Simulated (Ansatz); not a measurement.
# Structures of MgO: which is lowest?

Plane-wave DFT in Ansatz with scalar-relativistic PAW potentials, cutoff 500 eV, Γ-centred meshes chosen by cell and gap, Gaussian smearing with energies taken to zero width. Every cell was relaxed (cell and atoms) in a run of its own, within the symmetry of its start. Functional: r2SCAN.

Relaxed structures (starts from databases or built by putting these elements on another compound's sites):
A. Fm-3m, 2 atoms in the computed cell, a = 4.204 Å; sites (symmetry × multiplicity) Mg m-3m × 4, O m-3m × 4; start: database
B. P6_3mc, 4 atoms in the computed cell, a = 3.289 Å, c = 5.032 Å; sites (symmetry × multiplicity) Mg 3m. × 2, O 3m. × 2; start: database
C. P6_3/mmc, 4 atoms in the computed cell, a = 3.484 Å, c = 4.186 Å; sites (symmetry × multiplicity) Mg -6m2 × 2, O -6m2 × 2; start: database

Q: Rank them by energy. Could pressure change the order?

A:
| structure | group | E − E(lowest) (meV/atom) | V (Å³/atom) | gap on mesh (eV) |
| --- | --- | --- | --- | --- |
| A | Fm-3m | 0.0 | 9.29 | 5.68 |
| C | P6_3/mmc | 62 | 11.00 | 4.09 |
| B | P6_3mc | 114 | 11.78 | 4.22 |

A is lowest, 62 meV/atom under C. The lowest is also the densest of these, so pressure wouldn't bring one of the others in at first order. Other structures may lie lower than all of these, and vibrations aren't counted.